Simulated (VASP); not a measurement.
# MgO (Fm-3m) in VASP: dielectric tensor with HSE06

Aim: the dielectric tensor of MgO with HSE06.

Everything below comes from runs of VASP 6.6.1. Logs are shortened: lines on timing, memory, paths and dates and some standing lists are left out, and cuts for length are marked.

**The experiment to reproduce.**

“Electronic structure of alkaline earth and post-transition metal oxides”, 2009, arxiv:0908.1581 quotes, for a bulk crystal of MgO: band gap 7.83 eV.

“Infrared Optical Properties of Ferropericlase (Mg1-xFexO): Experiment and Theory”, 2007, arxiv:0704.2267 reports, for a bulk crystal of MgO at 295 K: high-frequency dielectric constant 2.95 ± 0.1.

The results are compared with them further down.

### Step 1. The crystal as given

The structure is cubic, space group Fm-3m (No. 225). Conventional cell: a = 4.208 Å, b = 4.208 Å, c = 4.208 Å, α = 90.00°, β = 90.00°, γ = 90.00°. Mg (site symmetry m-3m) is surrounded by 6 O at 2.10 Å. Around O (site symmetry m-3m) lie 6 Mg at 2.10 Å.

### Step 2. Dielectric tensor, HSE06

The input, POSCAR:

```
MgO
1.0
    0.0000000000      2.1038000000      2.1038000000
    2.1038000000      0.0000000000      2.1038000000
    2.1038000000      2.1038000000      0.0000000000
Mg O
1 1
Direct
    0.0000000000      0.0000000000      0.0000000000
    0.5000000000      0.5000000000      0.5000000000
```

The input, INCAR.step1:

```
SYSTEM = MgO
PREC = Accurate
ENCUT = 520
ISMEAR = 0
SIGMA = 0.02
LREAL = .False.
LASPH = .True.
NELM = 100
ALGO = Normal
ISIF = 2
LWAVE = .True.
LCHARG = .False.
GGA = PE
EDIFF = 1E-5
```

The input, INCAR.step2:

```
SYSTEM = MgO
PREC = Accurate
ENCUT = 520
EDIFF = 1E-8
ISMEAR = 0
SIGMA = 0.02
LREAL = .False.
LASPH = .True.
NELM = 100
ALGO = Normal
ISIF = 2
LWAVE = .False.
LCHARG = .False.
GGA = PE
LHFCALC = .True.
HFSCREEN = 0.2
PRECFOCK = Fast
LCALCEPS = .True.
ISTART = 1
```

The input, KPOINTS:

```
regular mesh
0
Gamma
  8 8 8
  0 0 0
```

Potentials or basis: VASP PAW PBE potentials, release 64 (Mg, O).

On the command line:

```sh
$ cat potpaw_PBE.64/Mg/POTCAR potpaw_PBE.64/O/POTCAR > POTCAR
$ cp INCAR.step1 INCAR
$ mpirun -np 1 vasp_std > vasp.out
$ cp INCAR.step2 INCAR
$ mpirun -np 1 vasp_std > vasp.out
```

OUTCAR:

```text
SYSTEM = MgO
   PREC = Accurate
   ENCUT = 520
   EDIFF = 1E-8
   ISMEAR = 0
   LREAL = .False.
   LASPH = .True.
   NELM = 100
   ISIF = 2
   GGA = PE
   LHFCALC = .True.
   HFSCREEN = 0.2
   PRECFOCK = Fast
   ISTART = 1

 ion  position               nearest neighbor table
   1  0.000  0.000  0.000-   2 2.10   2 2.10   2 2.10   2 2.10   2 2.10   2 2.10
   2  0.500  0.500  0.500-   1 2.10   1 2.10   1 2.10   1 2.10   1 2.10   1 2.10

  LATTYP: Found a face centered cubic cell.
 ALAT       =     4.2076000000

  Lattice vectors:

 A1 = (   0.0000000000,   2.1038000000,   2.1038000000)
 A2 = (   2.1038000000,   0.0000000000,   2.1038000000)
 A3 = (   2.1038000000,   2.1038000000,   0.0000000000)

Analysis of symmetry for initial positions (statically):
=====================================================================
 Subroutine PRICEL returns:
 Original cell was already a primitive cell.

 Routine SETGRP: Setting up the symmetry group for a
 face centered cubic supercell.

 Subroutine GETGRP returns: Found 48 space group operations
 (whereof 48 operations were pure point group operations)
 out of a pool of 48 trial point group operations.

The static configuration has the point symmetry O_h .

Analysis of symmetry for dynamics (positions and initial velocities):
=====================================================================
 Subroutine PRICEL returns:
 Original cell was already a primitive cell.

 Routine SETGRP: Setting up the symmetry group for a
 face centered cubic supercell.

 Subroutine GETGRP returns: Found 48 space group operations
 (whereof 48 operations were pure point group operations)
 out of a pool of 48 trial point group operations.

The dynamic configuration has the point symmetry O_h .

 Subroutine INISYM returns: Found 48 space group operations
 (whereof 48 operations are pure point group operations),
 and found     1 'primitive' translations

----------------------------------------------------------------------------------------

                                     Primitive cell

  volume of cell :      18.6227

  direct lattice vectors                    reciprocal lattice vectors
     0.000000000  2.103800000  2.103800000    -0.237665177  0.237665177  0.237665177
     2.103800000  0.000000000  2.103800000     0.237665177 -0.237665177  0.237665177
     2.103800000  2.103800000  0.000000000     0.237665177  0.237665177 -0.237665177

  length of vectors
     2.975222493  2.975222493  2.975222493     0.411648162  0.411648162  0.411648162

  position of ions in fractional coordinates (direct lattice)
     0.000000000  0.000000000  0.000000000
     0.500000000  0.500000000  0.500000000

  ion indices of the primitive-cell ions
   primitive index   ion index
                 1           1
                 2           2

----------------------------------------------------------------------------------------

 KPOINTS: regular mesh

Automatic generation of k-mesh.
 Grid dimensions read from file:
 generate k-points for:    8    8    8

 Generating k-lattice:

  Cartesian coordinates                     Fractional coordinates (reciprocal lattice)
    -0.029708147  0.029708147  0.029708147     0.125000000  0.000000000  0.000000000
     0.029708147 -0.029708147  0.029708147     0.000000000  0.125000000  0.000000000
     0.029708147  0.029708147 -0.029708147     0.000000000  0.000000000  0.125000000

  Length of vectors
     0.051456020  0.051456020  0.051456020

  Shift w.r.t. Gamma in fractional coordinates (k-lattice)
     0.000000000  0.000000000  0.000000000

 Subroutine IBZKPT returns following result:
 ===========================================

 Found     29 irreducible k-points:

[... 40 lines left out ...]
   LNONCOLLINEAR =      F non collinear calculations
   LSORBIT =      F    spin-orbit coupling
   LASPH  =      T    aspherical Exc in radial PAW
   ENCUT  =  520.0 eV  38.22 Ry    6.18 a.u.   5.53  5.53  5.53*2*pi/ulx,y,z
   NELM   =    100;   NELMIN=  2; NELMDL=  0     # of ELM steps
   EDIFF  = 0.1E-07   stopping-criterion for ELM
   LREAL  =      F    real-space projection
   EDIFFG = 0.1E-06   stopping-criterion for IOM
   NSW    =      0    number of steps for IOM
   IBRION =     -1    ionic relax: 0-MD 1-quasi-New 2-CG
   NFREE  =      0    steps in history (QN), initial steepest desc. (CG)
   ISIF   =      2    stress and relaxation
   ISYM   =      3    0-nonsym 1-usesym 2-fastsym
   POTIM  = 0.5000    time-step for ionic-motion
   TEBEG  =    0.0;   TEEND  =   0.0 temperature during run
   PSTRESS=    0.0 pullay stress
   NELECT =       8.0000    total number of electrons
   NUPDOWN=      -1.0000    fix difference up-down
   EMIN   =  10.00;   EMAX   =-10.00  energy-range for DOS
   EFERMI =   0.00;   METHOD = LEGACY
   ISMEAR =     0;   SIGMA  =   0.02  broadening in eV -4-tet -1-fermi 0-gaus
   EFERMI_NEDOS =   21; number of points for ismear=-14 and -15
   IALGO  =     38    algorithm
   IMIX   =      1    mixing-type and parameters
     AMIX     =   0.40;   BMIX     =  1.00
     AMIX_MAG =   1.60;   BMIX_MAG =  1.00
  volume/ion in A,a.u.               =       9.31        62.84
  Fermi-wavevector in a.u.,A,eV,Ry     =   1.235256  2.334296 20.760557  1.525858
  Thomas-Fermi vector in A             =   2.369913
   LORBIT       =      0    0 simple, 1 ext, 2 COOP (PROOUT), +10 PAW based schemes
   GGA     = PE    functional components
   LHFCALC =     T    Hartree Fock is set to
   PRECFOCK=fast      Normal, Fast or Accurate (Low or Medium for compatibility)
   ENCUT4O =  -1.0   cutoff for four orbital integrals eV
   NKREDX  =     1    reduce k-point grid by
   NKREDY  =     1    reduce k-point grid by
   NKREDZ  =     1    reduce k-point grid by
   AEXX    =    0.2500 exact exchange contribution
   HFSCREEN=    0.2000 screening length (either q_TF or 0.3 A-1)
   HFSCREENC=   0.2000 screening length for correlation (either q_TF or 0.3 A-1)
   ENCUTFOCK=  -1.0 apply spherical cutoff to Coloumb kernel
   IVDW    =     0    specifies the selected vdW correction
   LEPSILON=     F    determine dielectric tensor
   LRPA    =     F    only Hartree local field effects (RPA)
   LRPA       =     F
 non-spin polarized calculation
 Gauss-broadening in eV      SIGMA  =   0.02
  energy-cutoff  :      520.00
  volume of cell :       18.62
 maximum number of plane-waves:       531
 NGX is ok and might be reduce to    24
  NGX = 14; NGY = 14; NGZ = 14

 Total electronic dipole moment: p[elc]=(    -0.00000    -0.00000    -0.00000 ) |e| Angst

 number of electron       8.0000005 magnetization

 Free energy of the ion-electron system (eV)
  ---------------------------------------------------
  ext. energy  EPLUGINS =         0.00000000
  ---------------------------------------------------
  free energy    TOTEN  =       -14.23133753 eV

  energy without entropy =      -14.23133753  energy(sigma->0) =      -14.23133753

 E-fermi :   2.0722     XC(G=0):  -9.0949

 val. band max:        1.9505469156   @ k =   0.0000   0.0000   0.0000
 cond. band min:   10000.0000000000   @ k =   0.0000   0.0000   0.0000
 fundamental gap:   9998.0494530844
 Fermi energy:         2.0722427390

 k-point     1 :       0.0000    0.0000    0.0000
  band No.  band energies     occupation
      1     -16.8927      2.00000
      2       1.9505      2.00000
      3       1.9505      2.00000
      4       1.9505      2.00000
      5   10000.0000      0.00000
      6   10000.0000      0.00000
      7   10000.0000      0.00000
      8   10000.0000      0.00000
[... 243 lines left out ...]
 k-point    24 :      -0.3750    0.2500    0.1250
  band No.  band energies     occupation
      1     -15.3774      2.00000
      2      -2.3375      2.00000
      3      -0.1267      2.00000
      4       0.8747      2.00000
      5   10000.0000      0.00000
      6   10000.0000      0.00000
      7   10000.0000      0.00000
      8   10000.0000      0.00000

 [... further k-points ...]

------------------------ aborting loop because EDIFF is reached ----------------------------------------

            Ionic dipole moment: p[ion]=(   -12.62280   -12.62280   -12.62280 ) |e| Angst

 Total electronic dipole moment: p[elc]=(     0.00000     0.00000     0.00197 ) |e| Angst

 MACROSCOPIC STATIC DIELECTRIC TENSOR (including local field effects)
 ------------------------------------------------------
           2.907983    -0.000000    -0.000000
          -0.000000     2.907983    -0.000000
           0.000000     0.000000     2.907983
 ------------------------------------------------------

 PIEZOELECTRIC TENSOR (including local field effects) (e Angst)
          XX          YY          ZZ          XY          YZ          ZX
  --------------------------------------------------------------------------------
  x     0.00000     0.00000     0.00000     0.00000     0.00000     0.00000
  y     0.00000     0.00000     0.00000     0.00000     0.00000     0.00000
  z     0.00000     0.00000     0.00000     0.00000     0.00000     0.00000

 PIEZOELECTRIC TENSOR (including local field effects) (C/m^2)
          XX          YY          ZZ          XY          YZ          ZX
  --------------------------------------------------------------------------------
  x     0.00000     0.00000     0.00000     0.00000     0.00000     0.00000
  y     0.00000     0.00000     0.00000     0.00000     0.00000     0.00000
  z     0.00000     0.00000     0.00000     0.00000     0.00000     0.00000

 BORN EFFECTIVE CHARGES (including local field effects) (in |e|, cummulative output)
 ---------------------------------------------------------------------------------
 ion    1
    1     1.96748     0.00000     0.00000
    2    -0.00000     1.96748     0.00000
    3     0.00000     0.00000     1.96748
 ion    2
    1    -1.96748    -0.00000     0.00000
    2     0.00000    -1.96748    -0.00000
    3    -0.00000     0.00000    -1.96748

  FORCE on cell =-STRESS in cart. coord.  units (eV):
  Direction    XX          YY          ZZ          XY          YZ          ZX
  --------------------------------------------------------------------------------------
  -------------------------------------------------------------------------------------
  Total       -0.1209916     -0.1209916     -0.1209916     -0.0000000      0.0000000      0.0000000
  in kB      -10.4093202    -10.4093202    -10.4093202     -0.0000000      0.0000000      0.0000000
  external PRESSURE =     -10.4093202 kB  Pullay stress =       0.0000000 kB

 VOLUME and BASIS-vectors are now :
 -----------------------------------------------------------------------------
  energy-cutoff  :      520.00
  volume of cell :       18.62
      direct lattice vectors                 reciprocal lattice vectors
     0.000000000  2.103800000  2.103800000    -0.237665177  0.237665177  0.237665177
     2.103800000  0.000000000  2.103800000     0.237665177 -0.237665177  0.237665177
     2.103800000  2.103800000  0.000000000     0.237665177  0.237665177 -0.237665177

 POSITION                                       TOTAL-FORCE (eV/Angst)
 -----------------------------------------------------------------------------------
      0.00000      0.00000      0.00000         0.000000      0.000000      0.000000
      2.10380      2.10380      2.10380         0.000000     -0.000000     -0.000000
 -----------------------------------------------------------------------------------
    total drift:                                0.000069      0.000095      0.000095

  FREE ENERGIE OF THE ION-ELECTRON SYSTEM (eV)
  ---------------------------------------------------
  free  energy   TOTEN  =       -14.2313375273 eV

  energy  without entropy=      -14.2313375273  energy(sigma->0) =      -14.23133753
```

Wall time 1.7 h (1 thread of Intel Xeon 6975P-C (Granite Rapids), shared host); peak memory 0.39 GiB.

What came out:

* Band gap on the k mesh: 6.49 eV, direct
* Electronic dielectric tensor (diagonal): 2.91
* Born charges (mean of the diagonal): Mg +1.97; O -1.97 e

Levels at points of the mesh, in eV from the valence-band top:
```
           k point  band 1  band 2  band 3  band 4  band 5  band 6  band 7  band 8
(0.00, 0.00, 0.00)  -18.84    0.00    0.00    0.00    6.49   17.80   17.80   17.80
(0.50, 0.00, 0.00)  -17.49   -4.95   -0.72   -0.72    9.71   14.93   18.38   18.38
(0.50, 0.50, 0.00)  -17.21   -4.40   -1.48   -1.48   10.88   11.91   15.42   21.44
```

Electronic dielectric tensor:
```
2.91 0.00 0.00
0.00 2.91 0.00
0.00 0.00 2.91
```

Born effective charge tensors (e):
atom 1, Mg
```
1.97 0.00 0.00
0.00 1.97 0.00
0.00 0.00 1.97
```
atom 2, O
```
-1.97  0.00  0.00
 0.00 -1.97  0.00
 0.00  0.00 -1.97
```

Dipole moments of the cell (e·Å, modulo the quantum): ionic -12.623, -12.623, -12.623; electronic 0.000, 0.000, 0.002

Caveat: the PAW data sets were made with another functional, which shifts forces and pressure a little.

### Step 3. Against experiment

Step 2. A measured gap of MgO is 7.83 eV (quoted in “Electronic structure of alkaline earth and post-transition metal oxides”, 2009, arxiv:0908.1581); the calculated 6.49 eV misses it by -1.34 eV. The value is that of HSE06, without temperature or zero-point motion. A measured high-frequency dielectric constant of MgO is 2.95 (295 K; “Infrared Optical Properties of Ferropericlase (Mg1-xFexO): Experiment and Theory”, 2007, arxiv:0704.2267); the calculated 2.91 misses it by -1.4 %.
